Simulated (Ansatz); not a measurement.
Crystal: Si2Mo.

```
Mo Si
1.0
    -1.60000    1.60000    3.93050
     1.60000   -1.60000    3.93050
     1.60000    1.60000   -3.93050
Mo Si
1 2
Direct
  0.00000 0.00000 0.00000
  0.66700 0.66700 0.00000
  0.33300 0.33300 0.00000
```

Program: Ansatz 0.2.0. Alike in all runs: cell as given.

Order these runs on this cell by their pressure, lowest first.
A. level PBEsol-PBE; potentials or basis all-electron LAPW, relativistic spinors; spin non-collinear, random start, SOC; k mesh 9 × 9 × 9; cutoff (eV) 227; smearing fermi-dirac 0.15 eV; basis error allowed 0.001 eV/atom
B. level PBEsol; potentials or basis all-electron LAPW, non-relativistic; spin off; k mesh 12 × 12 × 12; cutoff (eV) 204; smearing fermi-dirac 0.05 eV; basis error allowed 0.002 eV/atom
C. level PBE; potentials or basis all-electron LAPW, scalar-relativistic; spin off; k mesh 12 × 12 × 12; cutoff (eV) 223; smearing fermi-dirac 0.05 eV; basis error allowed 0.001 eV/atom
D. level PBEsol; potentials or basis all-electron LAPW, scalar-relativistic; spin off; k mesh 12 × 12 × 12; cutoff (eV) 223; smearing fermi-dirac 0.05 eV; basis error allowed 0.001 eV/atom
E. level LDA; potentials or basis all-electron LAPW, relativistic spinors; spin SOC, no magnetisation; k mesh 9 × 9 × 9; cutoff (eV) 209; smearing fermi-dirac 0.05 eV; basis error allowed 0.002 eV/atom

E (-6.0 GPa), A (-4.3 GPa), D (-2.7 GPa), B (-1.2 GPa), C (2.3 GPa).

Caveats: the k mesh is thin for a metal, which can move the energy by tens of meV per atom (some runs); relativity is left out, which matters for the heavier elements (some runs).

Not every run made on this cell is shown here.
